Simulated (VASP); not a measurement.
Crystal: Si.

```
CELL_PARAMETERS angstrom
2.62054 0.00000 0.00000
-1.31027 2.26946 0.00000
0.00000 0.00000 2.46635
ATOMIC_POSITIONS crystal
Si 0.00000 0.00000 0.00000
```

This isn't the form of Si at room conditions, which is diamond.

* Program: VASP 6.6.1
* Task: relaxation of cell and atoms
* Functional: PBE0
* Potentials or basis: VASP PAW PBE potentials, release 64 (Si)
* Cutoff: 600 eV
* k mesh: 6 × 6 × 6
* Occupations: fermi-dirac, width 0.05 eV
* Spin: no spin polarisation

At the start: pressure 2.1 GPa; volume 14.67 Å³/atom.

Q: Where does the relaxation end?

A: Over 6 steps the energy falls by 5.2 meV/atom and the volume is 14.88 Å³/atom (+1.4 %); space group P6/mmm (No. 191, to 0.05 Å).

The path:
```csv
step,energy change (eV),largest force (eV/Å),pressure (GPa),volume (Å³)
1,0.0000,0.0000,2.07,14.67
2,0.0037,0.0000,-1.53,15.07
3,-0.0051,0.0000,0.32,14.84
4,-0.0051,0.0000,0.36,14.84
5,-0.0051,0.0000,-0.14,14.90
6,-0.0052,0.0000,0.00,14.88
```

Final structure:
```xyz
1
Lattice="2.6202 0.0000 0.0000 -1.3101 2.2692 0.0000 0.0000 0.0000 2.5026" Properties=species:S:1:pos:R:3 pbc="T T T"
Si    0.0000    0.0000    0.0000
```

Caveat: the k mesh is coarse (spacing up to 0.46 Å⁻¹), so the values aren't converged, least of all with exact exchange; the PAW data sets were made with another functional, which shifts forces and pressure a little.
